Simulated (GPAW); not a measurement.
Wanted: an ASE script for a GPAW 26.7.0 run.

- Task: relaxation of cell and atoms
- Functional: PBE
- Dispersion: D4
- Potentials or basis: GPAW PAW data sets (gpaw-data 1.2.1)
- Cutoff: 800 eV
- Basis: pw
- k mesh: 7 × 7 × 4
- Occupations: fermi-dirac, width 0.05 eV
- Spin: no spin polarisation
- Target pressure: 5 GPa
- Maxiter: 150
- Optimizer: FIRE
- Fmax: 0.01 eV/Å
- Max steps: 100
- Target pressure: 5 GPa

The system is GaN.

```
Ga N
1.0
     3.18000    0.00000    0.00000
    -1.59000    2.75396    0.00000
     0.00000    0.00000    5.16600
Ga N
2 2
Direct
  0.66667 0.33333 0.50000
  0.33333 0.66667 0.00000
  0.66667 0.33333 0.87500
  0.33333 0.66667 0.37500
```

One way to write it, as run:

run.py

```python
from ase.calculators.mixing import SumCalculator
from ase.filters import FrechetCellFilter
from ase.io import write
from ase.optimize import FIRE
from ase.spacegroup import crystal
from ase.units import GPa
from dftd4.ase import DFTD4
from gpaw import GPAW, PW

# Ga 2b
# N 2b
atoms = crystal(['Ga', 'N'],
                basis=[[0.6666666667, 0.3333333333, 0.5],
                       [0.6666666667, 0.3333333333, 0.875]],
                spacegroup=186, setting=1,  # P6_3mc
                cellpar=[3.18, 3.18, 5.166, 90.0, 90.0, 120.0],
                primitive_cell=True)

calc = GPAW(mode=PW(800),
            xc='PBE',
            kpts={'size': (7, 7, 4), 'gamma': True},
            occupations={'name': 'fermi-dirac', 'width': 0.05},
            nbands=18,
            convergence={'density': 1e-05, 'energy': 1e-05},
            maxiter=150,
            txt='gpaw.txt')
atoms.calc = SumCalculator([calc, DFTD4(method='pbe')])
opt = FIRE(FrechetCellFilter(atoms, scalar_pressure=5 * GPa), trajectory='relax.traj', logfile='-')
done = opt.run(fmax=0.01, steps=100)
calc.write('gs.gpw')
write('result.traj', atoms)
print('Converged:', done)
print('Cell:', atoms.cell.cellpar().round(4))
print('Volume:', round(atoms.get_volume(), 4))
print(atoms.get_scaled_positions().round(5))
```

Potentials or basis: GPAW PAW data sets (gpaw-data 1.2.1), pw.

Command:

```bash
$ OMP_NUM_THREADS=1 python run.py
```

It gave:

```json
{
  "Relaxed volume": "11.53 Å³/atom",
  "Relaxed cell": "a = 3.200 Å, b = 3.200 Å, c = 5.203 Å, α = 90.00°, β = 90.00°, γ = 120.00°",
  "Space group after relaxing (to 0.05 Å)": "P6_3mc (No. 186)",
  "Energy change on relaxing (the enthalpy is what falls)": "-11.2 meV/atom",
  "Ionic steps": "10",
  "Pressure after relaxing": "5.0 GPa",
  "Band gap on the k mesh": "1.96 eV, direct",
  "Dispersion energy per atom": "-0.397 eV"
}
```

Caveat: the data sets keep Ga 3d, Li 1s and Be 1s frozen, and some such compounds lay over 1.5 % in volume off other programs; later steps reuse the first step's grids.

It took 3 min on 1 thread of Intel(R) Xeon(R) 6975P-C (Granite Rapids) (shared host), peak memory 0.34 GiB.
